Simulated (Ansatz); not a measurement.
Runs of Ansatz 0.2.0 on ScAl3. It takes space group Pm-3m (No. 221, cubic). Conventional cell: a = 4.088 Å, b = 4.088 Å, c = 4.088 Å, α = 90.00°, β = 90.00°, γ = 90.00°. Sc (site symmetry m-3m) is surrounded by 12 Al at 2.89 Å. Al (site symmetry 4/mmm) is surrounded by 4 Sc at 2.89 Å and 8 Al at 2.89 Å. The cell is a database's computed one.

```tsv
task	level	cutoff (eV)	basis error allowed	pressure (GPa)
single point	PBEsol	180	0.001 eV/atom	-1.1
band structure	LDA	165	0.002 eV/atom	(a)
band structure	PBEsol	164	0.002 eV/atom	-1.1
band structure	PBE	164	0.002 eV/atom	1.1
```

Alike in all rows: potentials or basis all-electron LAPW, scalar-relativistic; no spin polarisation; cell as given; k mesh 7 × 7 × 7; smearing fermi-dirac 0.05 eV.

Problem. Fill in the values left out.

Solution. (a) -3.7.

Not every run made on this cell is shown here.
